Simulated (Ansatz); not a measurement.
SiO2:

```
Si O
1.0
     4.97559    0.00000    0.00000
     0.00000    4.97559    0.00000
     0.00000    0.00000    6.90089
Si O
4 8
Direct
  0.80325 0.80325 0.50000
  0.69675 0.30325 0.25000
  0.30325 0.69675 0.75000
  0.19675 0.19675 0.00000
  0.76176 0.11039 0.43204
  0.88961 0.23824 0.06796
  0.11039 0.76176 0.56796
  0.26176 0.38961 0.81796
  0.23824 0.88961 0.93204
  0.73824 0.61039 0.31796
  0.38961 0.26176 0.18204
  0.61039 0.73824 0.68204
```

The cell comes from a database or a generator and needn't be the stable form of this composition.

- Program: Ansatz 0.2.0
- Task: relaxation of cell and atoms
- Functional: PBE
- Potentials or basis: Ansatz PAW
- Cutoff: 420 eV (not typed: the program's choice for these potentials)
- k mesh: 6 × 6 × 4
- Occupations: fermi-dirac, width 0.05 eV
- Spin: no spin polarisation

At the start: volume 14.24 Å³/atom.

Question: Where does the relaxation end?

Answer: It ends after 12 steps and the volume is 15.28 Å³/atom (+7.4 %); space group P4_32_12 (No. 96, to 0.05 Å).

The path:
```
step  energy change (eV)  largest force (eV/Å)  volume (Å³)
   1              0.0000                0.2777       170.84
   2             -0.0440                0.1277       173.85
   3             -0.0534                0.0332       177.47
   4             -0.0523                0.0121       178.33
   5             -0.0500                0.0015       179.23
   6             -0.0865                0.0015       179.23
   7             -0.0813                0.0049       181.98
   8             -0.0786                0.0118       182.74
   9             -0.0782                0.0006       182.96
  10             -0.0917                0.0006       182.96
  11             -0.0904                0.0006       183.40
  12             -0.0915                0.0006       183.40
```

Final structure:
```cif
data_structure
_symmetry_space_group_name_H-M 'P 1'
_symmetry_Int_Tables_number 1
_cell_length_a 5.0831
_cell_length_b 5.0831
_cell_length_c 7.0982
_cell_angle_alpha 90.000
_cell_angle_beta 90.000
_cell_angle_gamma 90.000
_cell_volume 183.40
loop_
_atom_site_label
_atom_site_type_symbol
_atom_site_fract_x
_atom_site_fract_y
_atom_site_fract_z
_atom_site_occupancy
Si1 Si 0.79396 0.79396 0.50000 1
Si2 Si 0.70604 0.29396 0.25000 1
Si3 Si 0.29396 0.70604 0.75000 1
Si4 Si 0.20604 0.20604 0.00000 1
O1 O 0.75886 0.09367 0.42433 1
O2 O 0.90633 0.24114 0.07567 1
O3 O 0.09367 0.75886 0.57567 1
O4 O 0.25886 0.40633 0.82567 1
O5 O 0.24114 0.90633 0.92433 1
O6 O 0.74114 0.59367 0.32567 1
O7 O 0.40633 0.25886 0.17433 1
O8 O 0.59367 0.74114 0.67433 1
```

Caveat: the plane-wave basis is chosen anew once the cell has moved, so the energies of steps on either side of that aren't comparable; the pressure holds a Pulay correction of +0.5 GPa for the finite cutoff.
